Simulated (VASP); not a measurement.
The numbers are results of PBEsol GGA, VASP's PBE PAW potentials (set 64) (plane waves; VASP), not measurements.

A VASP calculation is set up with these files.

File POSCAR:
```
LiI
1.0
  0.0000000000   2.9513818605   2.9513818605
  2.9513818605   0.0000000000   2.9513818605
  2.9513818605   2.9513818605   0.0000000000
Li I
1 1
direct
  0.0000000000   0.0000000000   0.0000000000
  0.5000000000   0.5000000000   0.5000000000
```

### INCAR
```
SYSTEM=LiI
PREC=Accurate; ENCUT=520; LREAL=.FALSE.
LASPH=.TRUE.; ICHARG=11
EDIFF=1E-7; NELM=100; ALGO=Normal
LMAXMIX=4
ISMEAR=0; SIGMA=0.05
GGA=PS
LWAVE=.FALSE.; LCHARG=.FALSE.; LORBIT=11
```

KPOINTS:
```
k-points along high-symmetry lines
15
Line-mode
Reciprocal
  0.000000   0.000000   0.000000 ! GAMMA
  0.500000   0.000000   0.500000 ! X

  0.500000   0.000000   0.500000 ! X
  0.625000   0.250000   0.625000 ! U

  0.375000   0.375000   0.750000 ! K
  0.000000   0.000000   0.000000 ! GAMMA

  0.000000   0.000000   0.000000 ! GAMMA
  0.500000   0.500000   0.500000 ! L

  0.500000   0.500000   0.500000 ! L
  0.500000   0.250000   0.750000 ! W

  0.500000   0.250000   0.750000 ! W
  0.500000   0.000000   0.500000 ! X
```

POTCAR, in this order: Li_sv I (PBE.64 set). Program: vasp_std. Read from the step before: CHGCAR.

The run wrote:

### OSZICAR
```
       N       E                     dE             d eps       ncg     rms          rms(c)
DAV:   1     0.373777811187E+02    0.37378E+02   -0.36686E+03  1620   0.975E+02
DAV:   2    -0.392245271984E+01   -0.41300E+02   -0.39591E+02  2218   0.134E+02
DAV:   3    -0.556078720417E+01   -0.16383E+01   -0.16369E+01  2096   0.313E+01
DAV:   4    -0.559841074618E+01   -0.37624E-01   -0.37607E-01  2563   0.501E+00
DAV:   5    -0.559876449318E+01   -0.35375E-03   -0.35371E-03  2251   0.455E-01
DAV:   6    -0.559877119615E+01   -0.67030E-05   -0.67025E-05  2609   0.495E-02
DAV:   7    -0.559877123864E+01   -0.42492E-07   -0.42514E-07  2296   0.400E-03
   1 F= -.55987712E+01 E0= -.55987712E+01  d E =-.110760E-25
```

**OUTCAR**
```
 val. band max:        2.5252097178   @ k =   0.0804   0.0804   0.1607

 cond. band min:       6.8387471263   @ k =   0.5000   0.0000   0.5000



 k-point     1 :       0.0000    0.0000    0.0000
  band No.  band energies     occupation
      1     -42.0729      2.00000
      2      -9.3833      2.00000
      3       2.5129      2.00000
      4       2.5129      2.00000
      5       2.5129      2.00000
      6       6.8718      0.00000
      7      10.7068      0.00000
      8      10.7068      0.00000
      9      10.7068      0.00000

 k-point     2 :       0.0357    0.0000    0.0357
  band No.  band energies     occupation
      1     -42.0729      2.00000
      2      -9.3746      2.00000
      3       2.4552      2.00000
      4       2.4913      2.00000
      5       2.4913      2.00000
      6       6.9492      0.00000
      7      10.5941      0.00000
      8      10.7261      0.00000
      9      10.7261      0.00000

 k-point     3 :       0.0714    0.0000    0.0714
  band No.  band energies     occupation
      1     -42.0729      2.00000
      2      -9.3485      2.00000
      3       2.2924      2.00000
      4       2.4285      2.00000
      5       2.4285      2.00000
      6       7.1700      0.00000
      7      10.3180      0.00000
      8      10.7839      0.00000
      9      10.7848      0.00000

 k-point     4 :       0.1071    0.0000    0.1071
  band No.  band energies     occupation
      1     -42.0728      2.00000
      2      -9.3059      2.00000
      3       2.0493      2.00000
      4       2.3305      2.00000
      5       2.3305      2.00000
      6       7.5078      0.00000
      7       9.9733      0.00000
      8      10.3433      0.00000
      9      10.8799      0.00000

 k-point     5 :       0.1429    0.0000    0.1429
  band No.  band energies     occupation
      1     -42.0728      2.00000
      2      -9.2479      2.00000
      3       1.7525      2.00000
      4       2.2057      2.00000
...
```

The density is held fixed in this step, so its total energy and stress have no physical meaning. Unless said otherwise, spin-orbit coupling is left out, though it shifts the bands of the heavy elements here.

The compound is LiI in the rock salt structure. It was relaxed first, which changed the volume by -6 %.
